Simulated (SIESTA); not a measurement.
Sb in SIESTA: the effect of functional

Sb:

```xyz
2
Lattice="2.1542 1.2437 3.7580 -2.1542 1.2437 3.7580 0.0000 -2.4875 3.7580" Properties=species:S:1:pos:R:3 pbc="T T T"
Sb    0.0000    0.0000    8.6416
Sb    0.0000    0.0000    2.6324
```

Alike in all runs:

```yaml
Program: SIESTA 5.4.2
Task: band structure
Basis: DZP (energy shift 0.003 Ry; two zetas on semicore shells)
Grid_cutoff: 500 Ry
Energy_shift: 0.003 Ry
k_mesh: 8 × 8 × 8
Occupations: fermi-dirac, width 0.05 eV
Spin: no spin polarisation
```

```tsv
functional	potentials or basis	pressure (GPa)	largest force (eV/Å)
AM05	PseudoDojo 0.4 standard (PBEsol files)	?	?
BLYP	PseudoDojo 0.4 standard (PBE files)	7.9	0.36
vdW-DF-cx	PseudoDojo 0.4 standard (PBE files)	1.9	0.35
```

**Question.** What does the run with functional AM05 give?

**Answer.** Pressure 0.9 GPa; largest force 0.28 eV/Å.

Caveats: the potentials were made for another functional, which shifts forces and pressure; the basis of atomic orbitals isn't converged, which shifts pressures, moduli and gaps.
